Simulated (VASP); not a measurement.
A run of VASP 6.6.1 is set up as follows.

The input INCAR:

```
SYSTEM = AlPt
PREC = Accurate
ENCUT = 600
EDIFF = 1E-7
ISMEAR = 0
SIGMA = 0.1
LREAL = .False.
LASPH = .True.
NELM = 100
ALGO = Normal
ISIF = 3
LWAVE = .False.
LCHARG = .False.
GGA = PS
IBRION = 2
NSW = 80
EDIFFG = -0.05
```

Contents of KPOINTS:

```
regular mesh
0
Gamma
  6 6 6
  0 0 0
```

POSCAR

```
AlPt
1.0
    2.9551260095      0.0000000000      0.0000000000
    0.0000000000      2.9551260095      0.0000000000
    0.0000000000      0.0000000000      2.9551260095
Al Pt
1 1
Direct
    0.5000000000      0.5000000000      0.5000000000
    0.0000000000      0.0000000000      0.0000000000
```

Potentials or basis: VASP PAW PBE potentials, release 64 (Al, Pt).

The run is started by

```sh
$ cat potpaw_PBE.64/Al/POTCAR potpaw_PBE.64/Pt/POTCAR > POTCAR
$ mpirun -np 1 vasp_std > vasp.out
```

Estimate the band gap on the k mesh.

none (metal or under the smearing width).

Predict the relaxed volume.

14.37 Å³/atom.

Final structure:
```
Al Pt
1.0
     3.06276    0.00000    0.00000
     0.00000    3.06276    0.00000
     0.00000    0.00000    3.06276
Al Pt
1 1
Cartesian
  1.5314 1.5314 1.5314
  0.0000 0.0000 0.0000
```

Caveat: the PAW data sets were made with another functional, which shifts forces and pressure a little. Spin-orbit coupling is left out, which matters for the levels of Pt.
